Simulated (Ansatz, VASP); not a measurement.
# V in VASP and in Ansatz

INCAR

```
SYSTEM = V
PREC     = Accurate       ! precision mode
ENCUT    = 520            ! plane-wave cutoff, eV
EDIFF    = 1E-7           ! SCF threshold, eV
ISMEAR   = -1             ! smearing method
SIGMA    = 0.05           ! smearing width, eV
LREAL    = .False.        ! projectors in reciprocal space
LASPH    = .True.         ! aspherical terms in the spheres
NELM     = 150            ! most SCF steps
ALGO     = Normal         ! electronic algorithm
ISIF     = 2              ! what is computed and relaxed
LWAVE    = .False.        ! write WAVECAR
LCHARG   = .False.        ! write CHGCAR
ISPIN    = 2              ! spin polarisation
MAGMOM   = 2 2            ! initial moments
LORBIT   = 11             ! projections on sites
LMAXMIX  = 4              ! l up to which the mixer works
GGA      = PE             ! functional
NBANDS   = 24             ! bands
```

KPOINTS

```
regular mesh
0
Gamma
  12 12 6
  0 0 0
```

The input POSCAR:

```
V
1.0
    2.6042941027      0.0000000000      0.0000000000
   -1.3021470513      2.2553848518      0.0000000000
    0.0000000000      0.0000000000      4.7233360000
V
2
Direct
    0.3333333333      0.6666666667      0.2500000000
    0.6666666667      0.3333333333      0.7500000000
```

The input input.yaml:

```yaml
crystal:
  lattice:
    - [2.6042941027, 0.0, 0.0]
    - [-1.3021470513, 2.2553848518, 0.0]
    - [0.0, 0.0, 4.723336]
  atoms:
    - { symbol: V, position: [0.3333333333, 0.6666666667, 0.25], spin: 2.0 }
    - { symbol: V, position: [0.6666666667, 0.3333333333, 0.75], spin: 2.0 }
kpoints:
  mp_grid: { grid: [12, 12, 6] }
scf:
  occupations: { method: fermi_dirac, width: 0.05 }
hamiltonian:
  xc: pbe
  pseudopotentials: { kind: all_electron, lapw: { basis_error: 0.001 } }
magnetization:
  spin_polarized: true
output:
  forces: true
  stress: true
  eigenvalues: true
  populations: true
```

This isn't the form of V at room conditions, which is bcc.

Alike in both runs: task single point; functional PBE; k mesh 12 × 12 × 6; occupations fermi-dirac, width 0.05 eV; collinear spin.

```csv
,VASP,Ansatz
version,VASP 6.6.1,Ansatz 0.2.0
potentials or method,"VASP PAW PBE potentials, release 64 (V_sv)","all-electron LAPW, scalar-relativistic"
plane-wave cutoff (eV),520,see its input
```

VASP gave:

| Quantity | Value |
| --- | --- |
| gap on the k mesh at the Fermi level (eV) | none |
| pressure (GPa) | -0.3 |
| largest component of the traceless stress (GPa) | 0.76 |
| net moment per atom (μB) | 0.00 |

Question: Estimate Ansatz's values.

Answer: gap on the k mesh at the Fermi level (eV): none; pressure (GPa): -0.6; largest component of the traceless stress (GPa): 0.72; net moment per atom (μB): 0.00.

A gap of «none» marks a metal or a gap that the smearing closes. Ansatz ran all-electron here, so the differences hold the error of VASP's frozen core and of both bases.

Caveats: the starting moments weren't kept (Ansatz).
